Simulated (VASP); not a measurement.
# Mo (Im-3m) in VASP: single point with PBE

Aim: the single point of Mo with PBE.

Program: VASP 6.6.1. These are calculated values, not measurements. Logs are shortened: lines on timing, memory, paths and dates and some standing lists are left out, and cuts for length are marked.

## Step 1: The structure

It takes space group Im-3m (No. 229, cubic). The conventional cell has a = 3.162 Å, b = 3.162 Å, c = 3.162 Å, α = 90.00°, β = 90.00°, γ = 90.00°. Around Mo (site symmetry m-3m) lie 8 Mo at 2.74 Å.

## Step 2: Single point, PBE

INCAR

```
ALGO     = Fast           # electronic algorithm
EDIFF    = 1E-6           # SCF threshold, eV
ENCUT    = 520            # plane-wave cutoff, eV
GGA      = PE             # functional
ICORELEVEL= 1            
ISIF     = 2              # what is computed and relaxed
ISMEAR   = 1              # smearing method
LASPH    = True           # aspherical terms in the spheres
LCHARG   = False          # write CHGCAR
LREAL    = False          # projectors in reciprocal space
LWAVE    = False          # write WAVECAR
NBANDS   = 13             # bands
NELM     = 80             # most SCF steps
PREC     = Accurate       # precision mode
SIGMA    = 0.1            # smearing width, eV
```

KPOINTS

```
k-points
0
Gamma
  15 15 24
```

POSCAR

```
Mo
1.0
    2.7381852700      0.0000000000      0.0000000000
   -0.9127284200      2.5815858300      0.0000000000
    0.9127284200      1.2907929100      2.2357189100
Mo
1
Direct
    0.0000000000      0.0000000000      0.0000000000
```

Potentials or basis: VASP PAW PBE potentials, release 64 (Mo_sv).

The run is started by

```console
$ cat potpaw_PBE.64/Mo_sv/POTCAR > POTCAR
$ mpirun -np 1 vasp_std > vasp.out
```

OUTCAR:

```text
EDIFF = 1E-6
   ENCUT = 520
   GGA = PE
   ISIF = 2
   ISMEAR = 1
   LASPH = True
   LREAL = False
   NELM = 80
   PREC = Accurate

 ion  position               nearest neighbor table
   1  0.000  0.000  0.000-

  LATTYP: Found a body centered cubic cell.
 ALAT       =     3.1617840099

  Lattice vectors:

 A1 = (   0.9127284300,   1.2907929200,  -2.2357189100)
 A2 = (  -2.7381852700,   0.0000000000,   0.0000000000)
 A3 = (   0.9127284200,   1.2907929100,   2.2357189100)

Analysis of symmetry for initial positions (statically):
=====================================================================
 Subroutine PRICEL returns:
 Original cell was already a primitive cell.

 Routine SETGRP: Setting up the symmetry group for a
 body centered cubic supercell.

 Subroutine GETGRP returns: Found 48 space group operations
 (whereof 48 operations were pure point group operations)
 out of a pool of 48 trial point group operations.

The static configuration has the point symmetry O_h .

Analysis of symmetry for dynamics (positions and initial velocities):
=====================================================================
 Subroutine PRICEL returns:
 Original cell was already a primitive cell.

 Routine SETGRP: Setting up the symmetry group for a
 body centered cubic supercell.

 Subroutine GETGRP returns: Found 48 space group operations
 (whereof 48 operations were pure point group operations)
 out of a pool of 48 trial point group operations.

The dynamic configuration has the point symmetry O_h .

 Subroutine INISYM returns: Found 48 space group operations
 (whereof 48 operations are pure point group operations),
 and found     1 'primitive' translations

----------------------------------------------------------------------------------------

                                     Primitive cell

  volume of cell :      15.8040

  direct lattice vectors                    reciprocal lattice vectors
     2.738185270  0.000000000  0.000000000     0.365205383  0.129119601 -0.223641709
    -0.912728420  2.581585830  0.000000000     0.000000000  0.387358804 -0.223641709
     0.912728420  1.290792910  2.235718910     0.000000000  0.000000000  0.447283420

  length of vectors
     2.738185270  2.738185269  2.738185266     0.447283419  0.447283419  0.447283420

  position of ions in fractional coordinates (direct lattice)
     0.000000000  0.000000000  0.000000000

[... 108 lines left out ...]
   NELECT =      14.0000    total number of electrons
   NUPDOWN=      -1.0000    fix difference up-down
   EMIN   =  10.00;   EMAX   =-10.00  energy-range for DOS
   EFERMI =   0.00;   METHOD = LEGACY
   ISMEAR =     1;   SIGMA  =   0.10  broadening in eV -4-tet -1-fermi 0-gaus
   EFERMI_NEDOS =   21; number of points for ismear=-14 and -15
   IALGO  =     68    algorithm
   IMIX   =      4    mixing-type and parameters
     AMIX     =   0.40;   BMIX     =  1.00
     AMIX_MAG =   1.60;   BMIX_MAG =  1.00
  volume/ion in A,a.u.               =      15.80       106.65
  Fermi-wavevector in a.u.,A,eV,Ry     =   1.572275  2.971170 33.634285  2.472050
  Thomas-Fermi vector in A             =   2.673734
   LORBIT       =      0    0 simple, 1 ext, 2 COOP (PROOUT), +10 PAW based schemes
   GGA     = PE    functional components
   LHFCALC =     F    Hartree Fock is set to
   AEXX    =    0.0000 exact exchange contribution
   IVDW    =     0    specifies the selected vdW correction
   LEPSILON=     F    determine dielectric tensor
   LRPA    =     F    only Hartree local field effects (RPA)
 non-spin polarized calculation
 RMM-DIIS sequential band-by-band and
 Methfessel and Paxton  Order N= 1 SIGMA  =   0.10
  energy-cutoff  :      520.00
  volume of cell :       15.80
 maximum number of plane-waves:       437
   NGX = 11   NGY = 11   NGZ = 11

 number of electron      14.0000004 magnetization

 Free energy of the ion-electron system (eV)
  ---------------------------------------------------
  ext. energy  EPLUGINS =         0.00000000
  ---------------------------------------------------
  free energy    TOTEN  =       -10.93414861 eV

  energy without entropy =      -10.93402607  energy(sigma->0) =      -10.93410776

 the core state eigenenergies are
   1-  1s -19803.5799  2s  -2783.7681  2p  -2486.7681  3s   -460.9912  3p   -363.6985
       3d   -205.5201

 E-fermi :  12.4064     XC(G=0): -13.3290

 val. band max:       12.4051088481   @ k =   0.2667   0.1333   0.1250
 cond. band min:      12.4120827799   @ k =  -0.2000   0.2000   0.1667
 fundamental gap:      0.0069739319
 Fermi energy:        12.4064136824

 k-point     1 :       0.0000    0.0000    0.0000
  band No.  band energies     occupation
      1     -48.8642      2.00000
      2     -22.1551      2.00000
      3     -22.1551      2.00000
      4     -22.1551      2.00000
      5       5.2183      2.00000
      6      11.0738      2.00000
      7      11.0738      2.00000
      8      11.0738      2.00000
      9      14.0588     -0.00000
     10      14.0588     -0.00000
     11      27.2330      0.00000
     12      27.2330      0.00000
     13      27.2330      0.00000
[... 354 lines left out ...]
  band No.  band energies     occupation
      1     -48.5912      2.00000
      2     -23.3451      2.00000
      3     -22.7833      2.00000
      4     -22.2939      2.00000
      5       8.1469      2.00000
      6       9.3838      2.00000
      7      11.4530      2.00000
      8      13.9561     -0.00000
      9      15.1005      0.00000
     10      19.7947      0.00000
     11      22.9736      0.00000
     12      25.1638      0.00000
     13      28.5828      0.00000

 [... further k-points ...]

------------------------ aborting loop because EDIFF is reached ----------------------------------------

  FORCE on cell =-STRESS in cart. coord.  units (eV):
  Direction    XX          YY          ZZ          XY          YZ          ZX
  --------------------------------------------------------------------------------------
  -------------------------------------------------------------------------------------
  Total        0.0363949      0.0363949      0.0363949      0.0000000     -0.0000000     -0.0000000
  in kB        3.6896493      3.6896493      3.6896493      0.0000000     -0.0000000     -0.0000000
  external PRESSURE =       3.6896493 kB  Pullay stress =       0.0000000 kB

 VOLUME and BASIS-vectors are now :
 -----------------------------------------------------------------------------
  energy-cutoff  :      520.00
  volume of cell :       15.80
      direct lattice vectors                 reciprocal lattice vectors
     2.738185270  0.000000000  0.000000000     0.365205383  0.129119601 -0.223641709
    -0.912728420  2.581585830  0.000000000     0.000000000  0.387358804 -0.223641709
     0.912728420  1.290792910  2.235718910     0.000000000  0.000000000  0.447283420

 POSITION                                       TOTAL-FORCE (eV/Angst)
 -----------------------------------------------------------------------------------
      0.00000      0.00000      0.00000         0.000000     -0.000000      0.000000
 -----------------------------------------------------------------------------------
    total drift:                               -0.000000     -0.000000     -0.000000

  FREE ENERGIE OF THE ION-ELECTRON SYSTEM (eV)
  ---------------------------------------------------
  free  energy   TOTEN  =       -10.9341486057 eV

  energy  without entropy=      -10.9340260695  energy(sigma->0) =      -10.93410776
```

OSZICAR:

```text
N       E                     dE             d eps       ncg     rms          rms(c)
DAV:   1     0.927045303144E+02    0.92705E+02   -0.80461E+03 32723   0.110E+03
DAV:   2    -0.104267191671E+02   -0.10313E+03   -0.99250E+02 37278   0.311E+02
DAV:   3    -0.116000265490E+02   -0.11733E+01   -0.11703E+01 36183   0.331E+01
DAV:   4    -0.116026834399E+02   -0.26569E-02   -0.26569E-02 36423   0.192E+00
DAV:   5    -0.116027008058E+02   -0.17366E-04   -0.17364E-04 36748   0.138E-01    0.143E+01
RMM:   6    -0.110151018448E+02    0.58760E+00   -0.70317E-01 32546   0.783E+00    0.412E+00
RMM:   7    -0.109369796516E+02    0.78122E-01   -0.20289E-01 33302   0.414E+00    0.112E+00
RMM:   8    -0.109343714507E+02    0.26082E-02   -0.10494E-02 36005   0.113E+00    0.146E-01
RMM:   9    -0.109341588989E+02    0.21255E-03   -0.11469E-03 36460   0.355E-01    0.446E-02
RMM:  10    -0.109341497525E+02    0.91463E-05   -0.19239E-04 37393   0.151E-01    0.211E-02
RMM:  11    -0.109341489380E+02    0.81451E-06   -0.14880E-05 36932   0.489E-02    0.187E-03
RMM:  12    -0.109341486057E+02    0.33237E-06   -0.32020E-06 28658   0.207E-02
   1 F= -.10934149E+02 E0= -.10934108E+02  d E =-.122536E-03
```

stdout:

```text
POSCAR found type information on POSCAR Mo
 POSCAR found :  1 types and       1 ions
 scaLAPACK will be used
 LDA part: xc-table for (Slater+PW92), standard interpolation
 -----------------------------------------------------------------------------
|                                                                             |
|           W    W    AA    RRRRR   N    N  II  N    N   GGGG   !!!           |
|           W    W   A  A   R    R  NN   N  II  NN   N  G    G  !!!           |
|           W    W  A    A  R    R  N N  N  II  N N  N  G       !!!           |
|           W WW W  AAAAAA  RRRRR   N  N N  II  N  N N  G  GGG   !            |
|           WW  WW  A    A  R   R   N   NN  II  N   NN  G    G                |
|           W    W  A    A  R    R  N    N  II  N    N   GGGG   !!!           |
|                                                                             |
|     Your reciprocal lattice and k-lattice belong to different lattice       |
|     classes:                                                                |
|                                                                             |
|        The reciprocal lattice is face-centered cubic,                       |
|        whereas your k-lattice is base-centered monoclinic.                  |
|                                                                             |
|     Results are often still useful ...                                      |
|                                                                             |
 -----------------------------------------------------------------------------

 POSCAR, INCAR and KPOINTS ok, starting setup
 FFT: planning ... GRIDC
 FFT: planning ... GRID_SOFT
 FFT: planning ... GRID
 WAVECAR not read
 entering main loop
```

It took 2 min on 1 thread of AMD EPYC 9R14 (Zen 4), shared host; peak memory 0.29 GiB.

What came out:

- Free energy: -10.9341 eV
- Pressure: 0.4 GPa
- Band gap on the k mesh: none (metal or under the smearing width)

Levels at points of the mesh, in eV from the Fermi level:
| k point | band 3 | band 4 | band 5 | band 6 | band 7 | band 8 | band 9 | band 10 | band 11 | band 12 |
| --- | --- | --- | --- | --- | --- | --- | --- | --- | --- | --- |
| (0.00, 0.00, 0.00) | -34.56 | -34.56 | -7.19 | -1.33 | -1.33 | -1.33 | 1.65 | 1.65 | 14.83 | 14.83 |
| (0.00, 0.00, 0.50) | -34.99 | -34.57 | -5.25 | -3.34 | 1.60 | 1.67 | 2.29 | 4.68 | 11.49 | 11.95 |

Core levels (eV, on the scale of the bands):
| atom | levels |
| --- | --- |
| 1 Mo | 1s -19803.6, 2s -2783.8, 2p -2486.8, 3s -461.0, 3p -363.7, 3d -205.5 |
